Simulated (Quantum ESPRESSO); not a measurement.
# Cr (Cmcm) in Quantum ESPRESSO: reference runs

Reference runs on Cr: the cell as given.

All numbers are computed with Quantum ESPRESSO 7.5; they aren't measurements. Logs are shortened: lines on timing, memory, paths and dates and some standing lists are left out, and cuts for length are marked.

**1. Starting point**

The structure is orthorhombic, space group Cmcm (No. 63). The conventional cell has a = 2.294 Å, b = 4.934 Å, c = 4.064 Å, α = 90.00°, β = 90.00°, γ = 90.00°. Cr (site symmetry m2m) has 8 Cr at 2.29 to 2.62 Å as nearest neighbours.

This isn't the form of Cr at room conditions, which is bcc.

**2. Single point, PBEsol, collinear spin, ferromagnetic start**

File pw.in:

```
&CONTROL
  calculation = 'scf'
  prefix = 'pwscf'
  outdir = './tmp'
  pseudo_dir = './pseudo'
  tprnfor = .true.
  tstress = .true.
  disk_io = 'low'
/
&SYSTEM
  ibrav = 0
  celldm(1) = 8
  nat = 2
  ntyp = 1
  ecutwfc = 45
  ecutrho = 360
  nbnd = 24
  occupations = 'smearing'
  smearing = 'fd'
  degauss = 0.00367493
  nspin = 2
  starting_magnetization(1) = 0.2143
/
&ELECTRONS
  conv_thr = 4d-10
  electron_maxstep = 120
  mixing_beta = 0.3
/
ATOMIC_SPECIES
Cr    51.9961 cr_pbesol_v1.5.uspp.F.UPF
CELL_PARAMETERS alat
  0.2709514131955  -0.5827502274215   0.0000000000000
  0.2709514131955   0.5827502274215   0.0000000000000
  0.0000000000000   0.0000000000000   0.9600542729969
ATOMIC_POSITIONS crystal
Cr     0.8705325800    0.1294674200    0.7500000000
Cr     0.1294674200    0.8705325800    0.2500000000
K_POINTS automatic
13 13 7 0 0 0
```

File pp_density.in:

```
&INPUTPP
  prefix = 'pwscf'
  outdir = './tmp'
  filplot = 'density.dat'
  plot_num = 0
/
&PLOT
  nfile = 1
  filepp(1) = 'density.dat'
  iflag = 3
  output_format = 6
  fileout = 'density.cube'
/
```

File pp_potential.in:

```
&INPUTPP
  prefix = 'pwscf'
  outdir = './tmp'
  filplot = 'potential.dat'
  plot_num = 11
/
&PLOT
  nfile = 1
  filepp(1) = 'potential.dat'
  iflag = 3
  output_format = 6
  fileout = 'potential.cube'
/
```

File pp_spin.in:

```
&INPUTPP
  prefix = 'pwscf'
  outdir = './tmp'
  filplot = 'spin.dat'
  plot_num = 6
/
&PLOT
  nfile = 1
  filepp(1) = 'spin.dat'
  iflag = 3
  output_format = 6
  fileout = 'spin.cube'
/
```

Potentials or basis: GBRV 1.5 PBEsol.

Started as:

```bash
> OMP_NUM_THREADS=1 mpirun -n 2 pw.x -nk 2 -in pw.in > pw.out
> OMP_NUM_THREADS=1 mpirun -n 1 pp.x -in pp_density.in > pp_density.out
> OMP_NUM_THREADS=1 mpirun -n 1 pp.x -in pp_potential.in > pp_potential.out
> OMP_NUM_THREADS=1 mpirun -n 1 pp.x -in pp_spin.in > pp_spin.out
```

pw.out:

```text
This program is part of the open-source Quantum ESPRESSO suite
     for quantum simulation of materials; please cite
[... 13 lines left out ...]
     --------------------
     sticks:   dense  smooth     PW     G-vecs:    dense   smooth      PW
     Sum         585     287    109                17947     6303    1403

     Using Slab Decomposition

     bravais-lattice index     =            0
     lattice parameter (alat)  =       8.0000  a.u.
     unit-cell volume          =     155.2278 (a.u.)^3
     number of atoms/cell      =            2
     number of atomic types    =            1
     number of electrons       =        28.00
     number of Kohn-Sham states=           24
     kinetic-energy cutoff     =      45.0000  Ry
     charge density cutoff     =     360.0000  Ry
     scf convergence threshold =      4.0E-10
     mixing beta               =       0.3000
     number of iterations used =            8  plain     mixing
     Exchange-correlation= SLA  PW   PSX  PSC
                           (   1   4  10   8   0   0   0)

     celldm(1)=   8.000000  celldm(2)=   0.000000  celldm(3)=   0.000000
     celldm(4)=   0.000000  celldm(5)=   0.000000  celldm(6)=   0.000000

     crystal axes: (cart. coord. in units of alat)
               a(1) = (   0.270951  -0.582750   0.000000 )
               a(2) = (   0.270951   0.582750   0.000000 )
               a(3) = (   0.000000   0.000000   0.960054 )

     reciprocal axes: (cart. coord. in units 2 pi/alat)
               b(1) = (  1.845349 -0.858001  0.000000 )
               b(2) = (  1.845349  0.858001 -0.000000 )
               b(3) = ( -0.000000  0.000000  1.041608 )

     PseudoPot. # 1 for Cr read from file:
     cr_pbesol_v1.5.uspp.F.UPF
     Pseudo is Ultrasoft + core correction, Zval = 14.0
     Generated by new atomic code, or converted to UPF format
     Using radial grid of  857 points,  6 beta functions with:
                l(1) =   0
                l(2) =   0
                l(3) =   1
                l(4) =   1
                l(5) =   2
                l(6) =   2
     Q(r) pseudized with  8 coefficients,  rinner =    0.950   0.950   0.950
                                                       0.950   0.950

     atomic species   valence    mass     pseudopotential
     Cr               14.00    51.99610     Cr( 1.00)

     Starting magnetic structure
     atomic species   magnetization
     Cr              0.214

      8 Sym. Ops., with inversion, found ( 4 have fractional translation)

   Cartesian axes

     site n.     atom                  positions (alat units)
         1        Cr     tau(   1) = (   0.2709514  -0.4318559   0.7200407  )
         2        Cr     tau(   2) = (   0.2709514   0.4318559   0.2400136  )

     number of k points=   196  Fermi-Dirac smearing, width (Ry)=  0.0037

     Number of k-points >= 100: set verbosity='high' to print them.

     Dense  grid:    17947 G-vectors     FFT dimensions: (  32,  32,  48)

     Smooth grid:     6303 G-vectors     FFT dimensions: (  24,  24,  36)

     Check: negative core charge=   -0.000013
     Generating pointlists ...
     new r_m :   0.2235 (alat units)  1.7883 (a.u.) for type    1

     Initial potential from superposition of free atoms

     starting charge      26.0000, renormalised to      28.0000

     negative rho (up, down):  9.952E-04 6.439E-04
     Starting wfcs are   20 randomized atomic wfcs +    4 random wfcs

     Self-consistent Calculation

     iteration #  1     ecut=    45.00 Ry     beta= 0.30
     Davidson diagonalization with overlap
     ethr =  1.00E-02,  avg # of iterations =  5.6

     negative rho (up, down):  1.093E-03 1.335E-03

     total energy              =    -350.18844977 Ry
     estimated scf accuracy    <       4.12994679 Ry

     total magnetization       =     1.68 Bohr mag/cell
     absolute magnetization    =     1.69 Bohr mag/cell

     iteration #  2     ecut=    45.00 Ry     beta= 0.30
     Davidson diagonalization with overlap
     ethr =  1.00E-02,  avg # of iterations =  2.0

     negative rho (up, down):  8.808E-04 1.900E-03

     total energy              =    -350.62109436 Ry
     estimated scf accuracy    <       0.25275950 Ry

     total magnetization       =     2.14 Bohr mag/cell
     absolute magnetization    =     2.14 Bohr mag/cell

     iteration #  3     ecut=    45.00 Ry     beta= 0.30
     Davidson diagonalization with overlap
     ethr =  9.03E-04,  avg # of iterations =  2.4

     negative rho (up, down):  2.999E-05 1.869E-03

     total energy              =    -350.69728636 Ry
     estimated scf accuracy    <       0.04745914 Ry

     total magnetization       =     2.01 Bohr mag/cell
     absolute magnetization    =     2.01 Bohr mag/cell

     iteration #  4     ecut=    45.00 Ry     beta= 0.30
     Davidson diagonalization with overlap
     ethr =  1.69E-04,  avg # of iterations =  2.7

     negative rho (up, down):  4.022E-04 1.954E-03

     total energy              =    -350.65310564 Ry
     estimated scf accuracy    <       0.20411504 Ry
[... 136 lines left out ...]
     iteration # 16     ecut=    45.00 Ry     beta= 0.30
     Davidson diagonalization with overlap
     ethr =  1.78E-10,  avg # of iterations =  2.0

     negative rho (up, down):  8.350E-04 8.352E-04

     total energy              =    -350.73210372 Ry
     estimated scf accuracy    <       0.00000001 Ry

     total magnetization       =     0.00 Bohr mag/cell
     absolute magnetization    =     0.00 Bohr mag/cell

     iteration # 17     ecut=    45.00 Ry     beta= 0.30
     Davidson diagonalization with overlap
     ethr =  3.69E-11,  avg # of iterations =  1.5

     negative rho (up, down):  8.350E-04 8.352E-04

     total energy              =    -350.73210373 Ry
     estimated scf accuracy    <          5.7E-10 Ry

     total magnetization       =    -0.00 Bohr mag/cell
     absolute magnetization    =     0.00 Bohr mag/cell

     iteration # 18     ecut=    45.00 Ry     beta= 0.30
     Davidson diagonalization with overlap
     ethr =  2.04E-12,  avg # of iterations =  2.0

     negative rho (up, down):  8.351E-04 8.351E-04

     Magnetic moment per site  (integrated on atomic sphere of radius R)
     atom   1 (R=0.224)  charge= 11.8209  magn= -0.0000
     atom   2 (R=0.224)  charge= 11.8209  magn= -0.0000

     End of self-consistent calculation

     Number of k-points >= 100: set verbosity='high' to print the bands.

     the Fermi energy is    19.4071 ev

!    total energy              =    -350.73210373 Ry
     estimated scf accuracy    <          1.8E-10 Ry
     smearing contrib. (-TS)   =      -0.00174834 Ry
     internal energy E=F+TS    =    -350.73035539 Ry

     The total energy is F=E-TS. E is the sum of the following terms:
     one-electron contribution =    -115.32103239 Ry
     hartree contribution      =      73.74576118 Ry
     xc contribution           =     -44.48308962 Ry
     ewald contribution        =    -264.67199456 Ry

     total magnetization       =    -0.00 Bohr mag/cell
     absolute magnetization    =     0.00 Bohr mag/cell

     convergence has been achieved in  18 iterations

     negative rho (up, down):  8.351E-04 8.351E-04

     Forces acting on atoms (cartesian axes, Ry/au):

     atom    1 type  1   force =    -0.00000000    0.00717802    0.00000000
     atom    2 type  1   force =     0.00000000   -0.00717802    0.00000000

     Total force =     0.010151     Total SCF correction =     0.000004

     Computing stress (Cartesian axis) and pressure

     negative rho (up, down):  8.351E-04 8.351E-04
          total   stress  (Ry/bohr**3)                   (kbar)     P=      -19.64
  -0.00018511   0.00000000   0.00000000          -27.23        0.00        0.00
   0.00000000  -0.00033124   0.00000000            0.00      -48.73        0.00
   0.00000000   0.00000000   0.00011575            0.00        0.00       17.03

=------------------------------------------------------------------------------=
   JOB DONE.
=------------------------------------------------------------------------------=
```

pp_density.out:

```text
This program is part of the open-source Quantum ESPRESSO suite
     for quantum simulation of materials; please cite
         "P. Giannozzi et al., J. Phys.:Condens. Matter 21 395502 (2009);
         "P. Giannozzi et al., J. Phys.:Condens. Matter 29 465901 (2017);
         "P. Giannozzi et al., J. Chem. Phys. 152 154105 (2020);
     in publications or presentations arising from this work. More details at

     IMPORTANT: XC functional enforced from input :
     Exchange-correlation= PBESOL
                           (   1   4  10   8   0   0   0)
     Any further DFT definition will be discarded
     Please, verify this is what you really want

     G-vector sticks info
     --------------------
     sticks:   dense  smooth     PW     G-vecs:    dense   smooth      PW
     Sum         585     287    109                17947     6303    1403

     Using Slab Decomposition

     Check: negative core charge=   -0.000013

     negative rho (up, down):  8.351E-04 8.351E-04

     Calling punch_plot, plot_num =   0
     Writing data to file  density.dat
     Reading data from file  density.dat

     Writing data to be plotted to file density.cube
     Plot Type: 3D                     Output format: Gaussian cube

=------------------------------------------------------------------------------=
   JOB DONE.
=------------------------------------------------------------------------------=
```

It took 97 s on 2 MPI ranks of Arm Neoverse V2, shared host; peak memory 0.26 GiB.

What came out:

* Free energy: -4771.9534 eV
* Pressure: -2.0 GPa
* Largest force: 0.185 eV/Å
* Band gap on the k mesh: none (metal or under the smearing width)
* Net moment: 0.00 μB per cell
* Absolute moment: 0.00 μB per cell
* Valence electrons inside the program's atomic spheres: Cr 11.82

Forces in eV/Å, atoms in the order of the input:
```
Cr   0.000  0.185  0.000
Cr   0.000 -0.185  0.000
```

Caveat: the starting moments collapsed, and a magnetic state may lie lower.
